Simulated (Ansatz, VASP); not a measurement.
# One calculation of TePb, two programs

```
Te Pb
1.0
     0.00000    3.23100    3.23100
     3.23100    0.00000    3.23100
     3.23100    3.23100    0.00000
Te Pb
1 1
Cartesian
  3.2310 3.2310 3.2310
  0.0000 0.0000 0.0000
```

Alike in both runs: task relaxation of cell and atoms; functional LDA; k mesh 6 × 6 × 6; no spin polarisation.

|  | VASP | Ansatz |
| --- | --- | --- |
| version | VASP 6.6.1 | Ansatz 0.2.0 |
| potentials or method | VASP PAW LDA potentials, release 64 (Te, Pb_d) | plane waves, PAW |
| plane-wave cutoff (eV) | 600 | 510 |
| occupations | gaussian, width 0.01 eV | fixed |
| valence electrons in the cell | 20 | 30 |

```tsv
	VASP	Ansatz	Ansatz less VASP
relaxed volume (Å³/atom)	32.56	32.51	-0.052
relaxed cell length with the largest relative difference (Å)	4.516	4.513	-0.0024
energy change over the relaxation (meV/atom)	-6	-7	-0.8
```

The two sets of potentials don't hold the same shells in valence.

 A k mesh can miss the band edges. LDA usually gives volumes a few per cent too small.
